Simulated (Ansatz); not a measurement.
# Copper, diamond under RPBE: from relaxation to bulk modulus, part 2 of 2

Aim: take copper in the diamond structure, relax it, solve it on a dense k-mesh, then scale the cell to 7 volumes from 88 to 112 % of the relaxed one and try a fit of the equation of state. Spin polarisation is left out. The k-meshes are 11×11×11 for the relaxation; 16×16×16 for the dense run; 11×11×11 for the volumes.

Ansatz 0.2.0; DFT, RPBE, plane waves (420 eV) with PAW, scalar-relativistic. Earlier steps stand in the parts before.

## 4. Volume × 0.88

This is Cu in the diamond structure; at room conditions it is fcc.

Input file input.yaml:

```yaml
crystal:
  lattice:
    - [0.0, 2.6089320151, 2.6089320151]
    - [2.6089320151, 0.0, 2.6089320151]
    - [2.6089320151, 2.6089320151, 0.0]
  atoms:
    - { symbol: Cu, position: [0.125, 0.125, 0.125] }
    - { symbol: Cu, position: [0.875, 0.875, 0.875] }
hamiltonian:
  xc: rpbe
  pseudopotentials:
    kind: paw
    azcp:
      Cu: "pseudopotentials/Cu.paw.azcp"
basis:
  ecutwfc: 420
  fft_grid_basis: typed
kpoints:
  mp_grid: { grid: [11, 11, 11], shift: [0, 0, 0] }
magnetization:
  spin_polarized: false
scf:
  occupations: { method: fermi_dirac, width: 0.1 }
  lower_state_search: "off"
output:
  stress: true
```

Command:

```
$ ansatz run input.yaml --threads 2 --pin off --max-ram 5120MiB --backend cpu --events-out ev --progress --plain --runs-dir out
```

Output (excerpt; [...] marks lines left out):

```text
Warning: RAYON_NUM_THREADS=2 ignored (pool sized by the plan → 2); use --threads N
[...]
Pseudopotentials: kind: paw
Pseudopotential: Cu, paw, valence charge 19, recommended cutoff 420 eV (normal), <dir>
Functional definition: RPBE
[...]
Crystal: 2 atoms, lattice volume = 35.516 Å³
Basis set: ecut = 420 eV, 725 PW (Γ)
Bands: 23, of which v1, the nominal top of the filled ones, is band 19 counted from 1 (18 counted from 0)
Symmetry: 48 space group operations
Space group: Fd-3m (ITA 227), of the structure as read, at distance tolerance 3.3e-5 Å
k-points: 56 of 1331
[...]
SCF iter   1: F=—  HF=-13258.720061 eV  |F-HF|=—  |Δ(HF+E_count)|=         —  Δρ=1.26e-2  dr2=3.34e-2  ethr=1.77e-3  ⟨swp⟩=5.5  Hψ=4854  notcnv=0
[...]
SCF iter   8: F=-13258.714001 eV  HF=-13258.714001 eV  |F-HF|=5.45e-9  |Δ(HF+E_count)|=   1.08e-8  Δρ=3.10e-6  dr2=4.71e-9  ethr=2.63e-10  ⟨swp⟩=3.9  Hψ=3883  notcnv=0
[...]
SCF converged after 8 iterations
Free energy (F): -13258.714001 eV
[...]
E sigma→0 (E₀):  -13258.701083 eV
Entropy (-TS):   -0.025836 eV (-12.918 meV/atom)
Fermi energy:    9.666365 eV
[...]
--- Stress (GPa, compression-positive) ---
        7.973577       0.000000      -0.000000
        0.000000       7.973577       0.000000
        0.000000      -0.000000       7.973577
  P = ⅓ Tr σ = 7.9736 GPa (79.736 kbar)
```

Wall time 1.4 s (2 threads of Intel Xeon Platinum 8375C at 2.90GHz (Ice Lake), shared host); peak memory 0.38 GiB.

## 5. Volume × 0.92

Changes to input.yaml since step 4:

```diff
@@ -2,5 +2,5 @@
   lattice:
-    - [0.0, 2.6089320151, 2.6089320151]
-    - [2.6089320151, 0.0, 2.6089320151]
-    - [2.6089320151, 2.6089320151, 0.0]
+    - [0.0, 2.6478770406, 2.6478770406]
+    - [2.6478770406, 0.0, 2.6478770406]
+    - [2.6478770406, 2.6478770406, 0.0]
   atoms:
```

Command:

```
$ ansatz run input.yaml --threads 2 --pin off --max-ram 5120MiB --backend cpu --events-out ev --progress --plain --runs-dir out
```

Output (excerpt; [...] marks lines left out):

```text
Warning: RAYON_NUM_THREADS=2 ignored (pool sized by the plan → 2); use --threads N
[...]
[... 3 set-up lines as earlier in the session ...]
[...]
Crystal: 2 atoms, lattice volume = 37.130 Å³
Basis set: ecut = 420 eV, 725 PW (Γ)
Bands: 23, of which v1, the nominal top of the filled ones, is band 19 counted from 1 (18 counted from 0)
[... 2 set-up lines as earlier in the session ...]
k-points: 56 of 1331
[...]
SCF iter   1: F=—  HF=-13258.783596 eV  |F-HF|=—  |Δ(HF+E_count)|=         —  Δρ=1.29e-2  dr2=3.72e-2  ethr=1.77e-3  ⟨swp⟩=5.5  Hψ=4865  notcnv=0
[...]
SCF iter   8: F=-13258.776831 eV  HF=-13258.776831 eV  |F-HF|=1.23e-8  |Δ(HF+E_count)|=   5.69e-8  Δρ=3.84e-6  dr2=4.96e-9  ethr=2.63e-10  ⟨swp⟩=4.0  Hψ=4114  notcnv=0
[...]
SCF converged after 8 iterations
Free energy (F): -13258.776831 eV
[...]
E sigma→0 (E₀):  -13258.763647 eV
Entropy (-TS):   -0.026368 eV (-13.184 meV/atom)
Fermi energy:    9.029084 eV
[...]
--- Stress (GPa, compression-positive) ---
        4.636935      -0.000000      -0.000000
       -0.000000       4.636935      -0.000000
       -0.000000       0.000000       4.636935
  P = ⅓ Tr σ = 4.6369 GPa (46.369 kbar)
```

Wall time 1.2 s (2 threads of Intel Xeon Platinum 8375C at 2.90GHz (Ice Lake), shared host); peak memory 0.38 GiB.

## 6. Volume × 0.96

Changes to input.yaml since step 5:

```diff
@@ -2,5 +2,5 @@
   lattice:
-    - [0.0, 2.6478770406, 2.6478770406]
-    - [2.6478770406, 0.0, 2.6478770406]
-    - [2.6478770406, 2.6478770406, 0.0]
+    - [0.0, 2.6857089668, 2.6857089668]
+    - [2.6857089668, 0.0, 2.6857089668]
+    - [2.6857089668, 2.6857089668, 0.0]
   atoms:
```

Command:

```
$ ansatz run input.yaml --threads 2 --pin off --max-ram 5120MiB --backend cpu --events-out ev --progress --plain --runs-dir out
```

Output (excerpt; [...] marks lines left out):

```text
Warning: RAYON_NUM_THREADS=2 ignored (pool sized by the plan → 2); use --threads N
[...]
[... 3 set-up lines as earlier in the session ...]
[...]
Crystal: 2 atoms, lattice volume = 38.744 Å³
Basis set: ecut = 420 eV, 749 PW (Γ)
Bands: 23, of which v1, the nominal top of the filled ones, is band 19 counted from 1 (18 counted from 0)
[... 2 set-up lines as earlier in the session ...]
k-points: 56 of 1331
[...]
SCF iter   1: F=—  HF=-13258.817221 eV  |F-HF|=—  |Δ(HF+E_count)|=         —  Δρ=1.31e-2  dr2=4.04e-2  ethr=1.77e-3  ⟨swp⟩=5.5  Hψ=4872  notcnv=0
[...]
SCF iter   7: F=-13258.809899 eV  HF=-13258.809899 eV  |F-HF|=9.28e-8  |Δ(HF+E_count)|=   1.27e-7  Δρ=1.40e-5  dr2=9.11e-8  ethr=2.63e-10  ⟨swp⟩=3.3  Hψ=4943  notcnv=0
[...]
SCF converged after 7 iterations
Free energy (F): -13258.809899 eV
[...]
E sigma→0 (E₀):  -13258.796472 eV
Entropy (-TS):   -0.026854 eV (-13.427 meV/atom)
Fermi energy:    8.449512 eV
[...]
--- Stress (GPa, compression-positive) ---
        2.031152       0.000000       0.000000
       -0.000000       2.031152       0.000000
        0.000000      -0.000000       2.031152
  P = ⅓ Tr σ = 2.0312 GPa (20.312 kbar)
```

Run time: 1.2 s. Hardware: 2 threads of Intel Xeon Platinum 8375C at 2.90GHz (Ice Lake), shared host; peak memory 0.39 GiB.

## 7. Volume × 1.0

Changes to input.yaml since step 6:

```diff
@@ -2,5 +2,5 @@
   lattice:
-    - [0.0, 2.6857089668, 2.6857089668]
-    - [2.6857089668, 0.0, 2.6857089668]
-    - [2.6857089668, 2.6857089668, 0.0]
+    - [0.0, 2.7225040729, 2.7225040729]
+    - [2.7225040729, 0.0, 2.7225040729]
+    - [2.7225040729, 2.7225040729, 0.0]
   atoms:
@@ -26 +26,5 @@
   stress: true
+  write_density: true
+  write_potential: true
+  elf: true
+  volumetric_format: npy
```

Command:

```
$ ansatz run input.yaml --threads 2 --pin off --max-ram 5120MiB --backend cpu --events-out ev --progress --plain --runs-dir out
```

Output (excerpt; [...] marks lines left out):

```text
Warning: RAYON_NUM_THREADS=2 ignored (pool sized by the plan → 2); use --threads N
[...]
[... 3 set-up lines as earlier in the session ...]
[...]
Crystal: 2 atoms, lattice volume = 40.359 Å³
Basis set: ecut = 420 eV, 749 PW (Γ)
Bands: 23, of which v1, the nominal top of the filled ones, is band 19 counted from 1 (18 counted from 0)
[... 2 set-up lines as earlier in the session ...]
k-points: 56 of 1331
[...]
SCF iter   1: F=—  HF=-13258.827509 eV  |F-HF|=—  |Δ(HF+E_count)|=         —  Δρ=1.33e-2  dr2=4.36e-2  ethr=1.77e-3  ⟨swp⟩=5.2  Hψ=4900  notcnv=0
[...]
SCF iter   6: F=-13258.819696 eV  HF=-13258.819696 eV  |F-HF|=7.12e-9  |Δ(HF+E_count)|=   1.16e-6  Δρ=1.01e-5  dr2=3.93e-8  ethr=2.63e-10  ⟨swp⟩=9.1  Hψ=9492  notcnv=0
[...]
SCF converged after 6 iterations
Free energy (F): -13258.819696 eV
[...]
E sigma→0 (E₀):  -13258.806077 eV
Entropy (-TS):   -0.027237 eV (-13.618 meV/atom)
Fermi energy:    7.920883 eV
[...]
--- Stress (GPa, compression-positive) ---
       -0.003298      -0.000000      -0.000000
       -0.000000      -0.003298       0.000000
       -0.000000       0.000000      -0.003298
  P = ⅓ Tr σ = -0.0033 GPa (-0.033 kbar)
--- Band table (eV; the first three rows and the last of 56) ---
  k-point 0: bands = ["-104.1364", "-104.1082", "-61.4715", "-61.4715", "-61.4715", "-61.3957", "-61.3957", "-61.3957", "1.9122", "5.1343", "5.1343", "5.1343", "5.1609", "5.1609", "6.1611", "6.1611", "6.1611", "6.7480", "6.7480", "17.2922", "17.2922", "17.2922", "18.2526"]
[...]
```

Wall time 1.6 s (2 threads of Intel Xeon Platinum 8375C at 2.90GHz (Ice Lake), shared host); peak memory 0.4 GiB.

## 8. Volume × 1.04

Changes to input.yaml since step 7:

```diff
@@ -2,5 +2,5 @@
   lattice:
-    - [0.0, 2.7225040729, 2.7225040729]
-    - [2.7225040729, 0.0, 2.7225040729]
-    - [2.7225040729, 2.7225040729, 0.0]
+    - [0.0, 2.7583306034, 2.7583306034]
+    - [2.7583306034, 0.0, 2.7583306034]
+    - [2.7583306034, 2.7583306034, 0.0]
   atoms:
@@ -26,5 +26 @@
   stress: true
-  write_density: true
-  write_potential: true
-  elf: true
-  volumetric_format: npy
```

Command:

```
$ ansatz run input.yaml --threads 2 --pin off --max-ram 5120MiB --backend cpu --events-out ev --progress --plain --runs-dir out
```

Output (excerpt; [...] marks lines left out):

```text
Warning: RAYON_NUM_THREADS=2 ignored (pool sized by the plan → 2); use --threads N
[...]
[... 3 set-up lines as earlier in the session ...]
[...]
Crystal: 2 atoms, lattice volume = 41.973 Å³
Basis set: ecut = 420 eV, 869 PW (Γ)
Bands: 23, of which v1, the nominal top of the filled ones, is band 19 counted from 1 (18 counted from 0)
[... 1 set-up line as earlier in the session ...]
Space group: Fd-3m (ITA 227), of the structure as read, at distance tolerance 3.5e-5 Å
k-points: 56 of 1331
[...]
SCF iter   1: F=—  HF=-13258.819583 eV  |F-HF|=—  |Δ(HF+E_count)|=         —  Δρ=1.34e-2  dr2=4.65e-2  ethr=1.77e-3  ⟨swp⟩=5.1  Hψ=4878  notcnv=0
[...]
SCF iter   6: F=-13258.811333 eV  HF=-13258.811333 eV  |F-HF|=1.61e-8  |Δ(HF+E_count)|=   1.32e-6  Δρ=1.14e-5  dr2=5.38e-8  ethr=2.63e-10  ⟨swp⟩=4.6  Hψ=4926  notcnv=0
[...]
SCF converged after 6 iterations
Free energy (F): -13258.811333 eV
[...]
E sigma→0 (E₀):  -13258.797591 eV
Entropy (-TS):   -0.027484 eV (-13.742 meV/atom)
Fermi energy:    7.436561 eV
[...]
--- Stress (GPa, compression-positive) ---
       -1.592865       0.000000       0.000000
       -0.000000      -1.592865       0.000000
        0.000000       0.000000      -1.592865
  P = ⅓ Tr σ = -1.5929 GPa (-15.929 kbar)
```

Run time: 1.3 s. Hardware: 2 threads of Intel Xeon Platinum 8375C at 2.90GHz (Ice Lake), shared host; peak memory 0.38 GiB.

## 9. Volume × 1.08

Changes to input.yaml since step 8:

```diff
@@ -2,5 +2,5 @@
   lattice:
-    - [0.0, 2.7583306034, 2.7583306034]
-    - [2.7583306034, 0.0, 2.7583306034]
-    - [2.7583306034, 2.7583306034, 0.0]
+    - [0.0, 2.7932498876, 2.7932498876]
+    - [2.7932498876, 0.0, 2.7932498876]
+    - [2.7932498876, 2.7932498876, 0.0]
   atoms:
@@ -26 +26,5 @@
   stress: true
+  write_density: true
+  write_potential: true
+  elf: true
+  volumetric_format: npy
```

Command:

```
$ ansatz run input.yaml --threads 2 --pin off --max-ram 5120MiB --backend cpu --events-out ev --progress --plain --runs-dir out
```

Output (excerpt; [...] marks lines left out):

```text
Warning: RAYON_NUM_THREADS=2 ignored (pool sized by the plan → 2); use --threads N
[...]
[... 3 set-up lines as earlier in the session ...]
[...]
Crystal: 2 atoms, lattice volume = 43.587 Å³
Basis set: ecut = 420 eV, 869 PW (Γ)
Bands: 23, of which v1, the nominal top of the filled ones, is band 19 counted from 1 (18 counted from 0)
[... 2 set-up lines as earlier in the session ...]
k-points: 56 of 1331
[...]
SCF iter   1: F=—  HF=-13258.797380 eV  |F-HF|=—  |Δ(HF+E_count)|=         —  Δρ=1.35e-2  dr2=4.94e-2  ethr=1.77e-3  ⟨swp⟩=5.0  Hψ=4874  notcnv=0
[...]
SCF iter   6: F=-13258.788782 eV  HF=-13258.788782 eV  |F-HF|=3.07e-8  |Δ(HF+E_count)|=   1.65e-6  Δρ=1.55e-5  dr2=9.28e-8  ethr=2.63e-10  ⟨swp⟩=9.2  Hψ=9105  notcnv=0
[...]
SCF converged after 6 iterations
Free energy (F): -13258.788782 eV
[...]
E sigma→0 (E₀):  -13258.774981 eV
Entropy (-TS):   -0.027602 eV (-13.801 meV/atom)
Fermi energy:    6.991163 eV
[...]
--- Stress (GPa, compression-positive) ---
       -2.832829      -0.000000       0.000000
       -0.000000      -2.832829      -0.000000
       -0.000000       0.000000      -2.832829
  P = ⅓ Tr σ = -2.8328 GPa (-28.328 kbar)
--- Band table (eV; the first three rows and the last of 56) ---
  k-point 0: bands = ["-104.9166", "-104.8969", "-62.2484", "-62.2484", "-62.2484", "-62.1908", "-62.1908", "-62.1908", "1.3577", "4.4227", "4.4227", "4.4227", "4.4550", "4.4550", "5.3496", "5.3496", "5.3496", "5.8641", "5.8641", "15.8659", "15.8659", "15.8659", "16.8863"]
[...]
```

It took 1.9 s on 2 threads of Intel Xeon Platinum 8375C at 2.90GHz (Ice Lake), shared host; peak memory 0.4 GiB.

## 10. Volume × 1.12

Changes to input.yaml since step 9:

```diff
@@ -2,5 +2,5 @@
   lattice:
-    - [0.0, 2.7932498876, 2.7932498876]
-    - [2.7932498876, 0.0, 2.7932498876]
-    - [2.7932498876, 2.7932498876, 0.0]
+    - [0.0, 2.8273172681, 2.8273172681]
+    - [2.8273172681, 0.0, 2.8273172681]
+    - [2.8273172681, 2.8273172681, 0.0]
   atoms:
@@ -26,5 +26 @@
   stress: true
-  write_density: true
-  write_potential: true
-  elf: true
-  volumetric_format: npy
```

Command:

```
$ ansatz run input.yaml --threads 2 --pin off --max-ram 5120MiB --backend cpu --events-out ev --progress --plain --runs-dir out
```

Output (excerpt; [...] marks lines left out):

```text
Warning: RAYON_NUM_THREADS=2 ignored (pool sized by the plan → 2); use --threads N
[...]
[... 3 set-up lines as earlier in the session ...]
[...]
Crystal: 2 atoms, lattice volume = 45.202 Å³
Basis set: ecut = 420 eV, 893 PW (Γ)
Bands: 23, of which v1, the nominal top of the filled ones, is band 19 counted from 1 (18 counted from 0)
[... 1 set-up line as earlier in the session ...]
Space group: Fd-3m (ITA 227), of the structure as read, at distance tolerance 3.6e-5 Å
k-points: 56 of 1331
[...]
SCF iter   1: F=—  HF=-13258.764095 eV  |F-HF|=—  |Δ(HF+E_count)|=         —  Δρ=1.35e-2  dr2=5.22e-2  ethr=1.77e-3  ⟨swp⟩=5.1  Hψ=4874  notcnv=0
[...]
SCF iter   7: F=-13258.755186 eV  HF=-13258.755186 eV  |F-HF|=2.63e-9  |Δ(HF+E_count)|=   2.84e-8  Δρ=4.34e-6  dr2=6.22e-9  ethr=2.63e-10  ⟨swp⟩=4.0  Hψ=4229  notcnv=0
[...]
SCF converged after 7 iterations
Free energy (F): -13258.755186 eV
[...]
E sigma→0 (E₀):  -13258.741373 eV
Entropy (-TS):   -0.027626 eV (-13.813 meV/atom)
Fermi energy:    6.580212 eV
[...]
--- Stress (GPa, compression-positive) ---
       -3.796212       0.000000      -0.000000
        0.000000      -3.796212      -0.000000
        0.000000      -0.000000      -3.796212
  P = ⅓ Tr σ = -3.7962 GPa (-37.962 kbar)
```

Wall time 1.6 s (2 threads of Intel Xeon Platinum 8375C at 2.90GHz (Ice Lake), shared host); peak memory 0.38 GiB.

## 11. Fitting the volumes

All volumes keep the relaxed shape and fractional coordinates.

| V (Å³/atom) | E − E₀ (meV/atom) | P from the stress (GPa) | P from the fit (GPa) |
| --- | --- | --- | --- |
| 17.758 | 52.5 | 7.97 | 7.95 |
| 18.565 | 21.2 | 4.64 | 4.61 |
| 19.372 | 4.8 | 2.03 | 2.01 |
| 20.179 | 0.0 | 0.00 | -0.02 |
| 20.986 | 4.2 | -1.59 | -1.60 |
| 21.794 | 15.6 | -2.83 | -2.84 |
| 22.601 | 32.4 | -3.80 | -3.79 |

Fit (Birch-Murnaghan, third order): V₀ = 20.171 Å³/atom, B₀ = 45 GPa, B₀′ = 5.2, largest residual 0.01 meV/atom.

## 12. What came out

What follows sums up all 2 parts.

| quantity | value |
| --- | --- |
| space group (spins left aside) | Fd-3m (No. 227) |
| conventional cell | a = 5.445 Å |
| volume | 20.179 Å³/atom |
| shortest distance | 2.358 Å |
| gap on the mesh | none (levels filled in part) |
| relative to fcc | +965 meV/atom |
| V₀, B₀, B₀′ | 20.171 Å³/atom, 45 GPa, 5.2 |

The relaxation enlarged the cell by 26.6 % in volume. Against the reference form of copper (fcc, computed apart with the same settings) it stands 965 meV/atom higher. Levels at the Fermi energy are filled in part, as in a metal. B₀ comes out at 45 GPa. Relaxation kept the symmetry; phonons were not checked.
